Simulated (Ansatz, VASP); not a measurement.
**Nb: VASP beside Ansatz**

```
Nb
1.0
     0.00000    2.10585    2.10585
     2.10585    0.00000    2.10585
     2.10585    2.10585    0.00000
Nb
1
Direct
  0.00000 0.00000 0.00000
```

Alike in both runs: task single point; functional PBEsol; k mesh 18 × 18 × 18; occupations gaussian, width 0.1 eV; no spin polarisation.

|  | VASP | Ansatz |
| --- | --- | --- |
| version | VASP 6.6.1 | Ansatz 0.2.0 |
| potentials or method | VASP PAW PBE potentials, release 64 (Nb_sv) | scalar-relativistic, plane waves, PAW |
| plane-wave cutoff (eV) | 520 | 420 |
| valence electrons in the cell | 13 | 13 |

Ansatz gave:

```
gap on the k mesh at the Fermi level (eV) : none
pressure (GPa)                            : -4.9
```

Q: What did VASP give for the same quantities?

A: gap on the k mesh at the Fermi level (eV): none; pressure (GPa): -5.2.

A gap of «none» marks a metal or a gap that the smearing closes.

Caveats: the PAW data sets were made with another functional, which shifts forces and pressure a little (VASP).
